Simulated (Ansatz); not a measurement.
An Ansatz input:

```yaml
crystal:
  lattice:
    - [0.0, 1.3732934208, 1.3732934208]
    - [1.3732934208, 0.0, 1.3732934208]
    - [1.3732934208, 1.3732934208, 0.0]
  atoms:
    - { symbol: B, position: [0.0, 0.0, 0.0] }
hamiltonian:
  xc: pbe
  pseudopotentials:
    kind: paw
    azcp:
      B: "pseudopotentials/B.paw.azcp"
basis:
  ecutwfc: 420
  fft_grid_basis: typed
kpoints:
  mp_grid: { grid: [21, 21, 21], shift: [0, 0, 0] }
magnetization:
  spin_polarized: false
scf:
  occupations: { method: fermi_dirac, width: 0.1 }
  lower_state_search: "off"
output:
  stress: true
```

and its output:

```
Engine: ansatz 0.2.0, x86_64-unknown-linux-gnu
Pseudopotentials: kind: paw
Pseudopotential: B, paw, valence charge 3, recommended cutoff 420 eV (normal) 
Functional definition: PBE
  parameter kappa = 0.804
  parameter beta = 0.06672455060314922
  exchange = pbe_x(kappa = kappa, mu = beta*pi^2/3)
  correlation = pbe_c(beta = beta)
Crystal: 1 atoms, lattice volume = 5.180 Å³
Basis set: ecut = 420 eV, 113 PW (Γ)
Bands: 6, of which v1, the nominal top of the filled ones, is band 2 counted from 1 (1 counted from 0)
Symmetry: 48 space group operations
Space group: Fm-3m (ITA 225), of the structure as read, at distance tolerance 1.7e-5 Å
k-points: 286 of 9261
Non-local potential: B, projectors of the file, l = 0: 2, l = 1: 2, l = 2: 1
PAW form: soft (Blöchl's): semilocal exchange-correlation on the pseudo side does not see the compensation charge
PAW one-centre angular grid: B, 110 points (default); XC on 64 Gauss nodes
Initial density: superposition of atomic densities (neutral atoms: chi_scale 0, normalization atom), corrected by the library's trained network
Initial wavefunctions: pseudopotential atomic-orbital guess
Functional: x = pbe(κ = 0.804, μ = 0.2195149727645171), c = pbe(β = 0.06672455060314922)
SCF iter   1: F=—  HF=-154.472890 eV  |F-HF|=—  |Δ(HF+E_count)|=         —  Δρ=5.12e-3  dr2=6.29e-4  ethr=1.77e-3  ⟨swp⟩=4.5  Hψ=12660  notcnv=0
SCF iter   2: F=—  HF=-154.472835 eV  |F-HF|=—  |Δ(HF+E_count)|=   5.42e-5  Δρ=2.37e-3  dr2=1.30e-4  ethr=2.10e-5  ⟨swp⟩=1.0  Hψ=4004  notcnv=0
SCF iter   3: F=—  HF=-154.472834 eV  |F-HF|=—  |Δ(HF+E_count)|=   1.44e-6  Δρ=1.32e-4  dr2=3.55e-7  ethr=4.34e-6  ⟨swp⟩=1.0  Hψ=1613  notcnv=0
SCF iter   4: F=—  HF=-154.472834 eV  |F-HF|=—  |Δ(HF+E_count)|=   3.03e-9  Δρ=1.57e-5  dr2=6.10e-9  ethr=1.18e-8  ⟨swp⟩=1.0  Hψ=1614  notcnv=0
iter 5 did not close the SCF: its close was put off for the readings that it lacked (scf_convergence_deferred on its scf_iter line)
SCF iter   5: F=-154.472834 eV  HF=-154.472834 eV  |F-HF|=1.11e-11  |Δ(HF+E_count)|=  5.67e-10  Δρ=1.58e-6  dr2=6.37e-11  ethr=2.03e-10  ⟨swp⟩=1.0  Hψ=1613  notcnv=0
SCF iter   6: F=-154.472834 eV  HF=-154.472834 eV  |F-HF|=2.84e-14  |Δ(HF+E_count)|=  8.95e-12  Δρ=3.43e-8  dr2=2.84e-14  ethr=2.12e-12  ⟨swp⟩=1.0  Hψ=4102  notcnv=0
SCF 1 converged in 6 iterations: F = -154.472834 eV  dr2 = 2.84e-14
SCF converged after 6 iterations
Free energy (F): -154.472834 eV
Harris-Foulkes:  -154.472834 eV  (|F-HF|=2.84e-14)
Internal energy: -154.466184 eV  (E = F + TS)
E sigma→0 (E₀):  -154.469509 eV
Entropy (-TS):   -0.006650 eV (-6.650 meV/atom)
Fermi energy:    16.677684 eV
--- Per-component energies (eV) ---
  E_band       = 23.300305
  E_kinetic    = 52.470786
  E_local      = 1.694882  (includes V_loc(G=0)·N_el)
  E_nonlocal   = 11.437444
  E_hartree    = 0.190653
  E_xc         = -33.581176
  E_vxc        = -40.101489  (∫ρ·V_xc dr)
  E_paw        = -78.511156  (= ΣΔE_a)
  E_vpaw       = -2.582622  (= ΣTr[D̂ρ^β])
  E_aug_tail   = -0.000002  (compensation charges beyond the density's cutoff)
  E_ewald      = -108.167615
  E_smearing   = -0.006650  (= −TS)
  E_closure    = 0.000000  (closes the sum)
  Σ components = -154.472834   (vs F -154.472834, Δ=0.00e0)
--- Stress (GPa, compression-positive) ---
       44.333604       0.000000      -0.000000
        0.000000      44.333604       0.000000
        0.000000      -0.000000      44.333604
  P = ⅓ Tr σ = 44.3336 GPa (443.336 kbar)
```
